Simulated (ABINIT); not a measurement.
BAs:

```
As B
1.0
     0.00000    2.38850    2.38850
     2.38850    0.00000    2.38850
     2.38850    2.38850    0.00000
As B
1 1
Direct
  0.75000 0.75000 0.75000
  0.00000 0.00000 0.00000
```

Base run:

* Program: ABINIT 10.8.3 (patched build)
* Functional: PBE0
* Potentials or basis: SG15 NC PBE v1.2
* Cutoff: 490 eV
* k mesh: 6 × 6 × 6
* Occupations: fermi-dirac, width 0.05 eV
* Spin: no spin polarisation

Its results: band gap on the k mesh 1.60 eV, indirect (least direct gap 3.63 eV).

Q: After a change of settings the same cell gave: band gap on the k mesh 2.22 eV, indirect (least direct gap 4.32 eV). Which change was it?
A. share of exact exchange from 0.05 to 0.35
B. share of exact exchange from 0.05 to 0.15
C. share of exact exchange from 0.05 to 0.5
D. functional from PBE0 to PBE; occupations from fermi-dirac, width 0.05 eV to fixed

A: B.

Caveats: exact exchange is summed on a coarse mesh, which widens gaps by tenths of an eV.
